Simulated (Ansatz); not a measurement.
## C: energy less free atoms and pressure against volume per atom

Periodic Kohn-Sham DFT of a crystal at fixed atoms; pressure and stress are positive in compression; the energy is the free energy less that of spherical unpolarised free atoms; site moments are those in the method's own spheres, positive along +z. The results are calculated, by Ansatz 0.2.0.

Cell of the first row (space group R-3m, No. 166):
```
cell vectors (Å)
   1.2030     0.6945     3.2787
  -1.2030     0.6945     3.2787
   0.0000    -1.3891     3.2787
atoms (fractions of the cell vectors)
C   0.16400  0.16400  0.16400
C   0.83600  0.83600  0.83600
```

Settings of every row: method all-electron LAPW; functional PBEsol; relativity scalar; k mesh 17x17x17; filling fermi-dirac; smearing width 0.03 eV; basis error target 0.5 meV/atom; nucleus gaussian.

Atom start moment: 0 on all atoms.

Limits: a layered crystal: even scaling strains the bonds within the layers, so this curve is stiffer than the crystal under pressure; small gap, it may come from the mesh.

| row | volume per atom (Å³) | energy less free atoms (eV/atom) | pressure (GPa) |
| --- | --- | --- | --- |
| 1 | 8.218 | -9.6058 | 20.812 |
| 2 | 8.393 | -9.6246 | 13.638 |
| 3 | 8.568 | -9.6358 | 7.091 |
| 4 | 8.655 | ? | ? |
| 5 | 8.742 | -9.6403 | 1.115 |
| 6 | 8.83 | -9.6401 | -1.675 |
| 7 | 8.917 | -9.6385 | -4.342 |
| 8 | 9.092 | -9.631 | -9.325 |
| 9 | 9.267 | -9.6183 | -13.877 |

Question: what energy less free atoms and pressure should row 4 give?

Worked fit of energy less free atoms. Take u = (V_r/V)^(2/3) − 1 with V_r = 8.786 Å³ an atom, which is twice the finite (Eulerian) strain; such expansions in the strain, on which the Birch-Murnaghan equation of state is built, carry the rest volume and the bulk modulus. The shown rows have u = 0.04556, 0.03098, 0.01689, 0.00335, -0.00332, -0.00982, -0.02257, -0.03491. Least squares give energy less free atoms = −9.64039 − 0.0226 × u + 17.336 × u² − 4 × u³ eV/atom; a parabola predicts inner rows, each left out in turn, worse (root mean square 7.5e-05 against 4.6e-05 eV/atom). All shown rows lie on it to the printed digit. Its lowest point lies at u = 0.0007, or V = 8.777 Å³ an atom, and the curvature there gives the bulk modulus at fixed shape and fractions, B = (4/9)(1 + u)² E″(u)/V = 282 GPa. Letting shape and atoms relax would as a rule lower it, by much in layered, chain or molecular crystals. The withheld row has u = 0.01007, so the fit gives −9.64039 − 0.0226 × (0.01007) + 17.336 × (0.01007)² − 4 × (0.01007)³ = -9.6389 eV/atom.

The calculation gave -9.6389 eV/atom. The fit meets it to the printed digit.

Worked fit of pressure. Take u = (V_r/V)^(2/3) − 1 with V_r = 8.786 Å³ an atom, which is twice the finite (Eulerian) strain; such expansions in the strain, on which the Birch-Murnaghan equation of state is built, carry the rest volume and the bulk modulus. The shown rows have u = 0.04556, 0.03098, 0.01689, 0.00335, -0.00332, -0.00982, -0.02257, -0.03491. Least squares give pressure = −0.2934 + 421.211 × u + 922.19 × u² GPa; a straight line predicts inner rows, each left out in turn, worse (root mean square 0.48 against 0.0095 GPa). The rows lie off it by 0.001, -0.003, 0.007, -0.013, 0.007, -0.001, 0.005, -0.003 (root mean square 0.0062 GPa). The pressure vanishes at u = 0.0007, or V = 8.777 Å³ an atom, and there the bulk modulus at fixed shape and fractions is B = −V dP/dV = (2/3)(1 + u) dP/du = 282 GPa. Letting shape and atoms relax would as a rule lower it, by much in layered, chain or molecular crystals. The withheld row has u = 0.01007, so the fit gives −0.2934 + 421.211 × (0.01007) + 922.19 × (0.01007)² = 4.042 GPa.

The calculation gave 4.035 GPa. The fit lies 0.007 GPa (0.02 % of the column's range) above it; its largest miss of a shown row is 0.013 GPa.
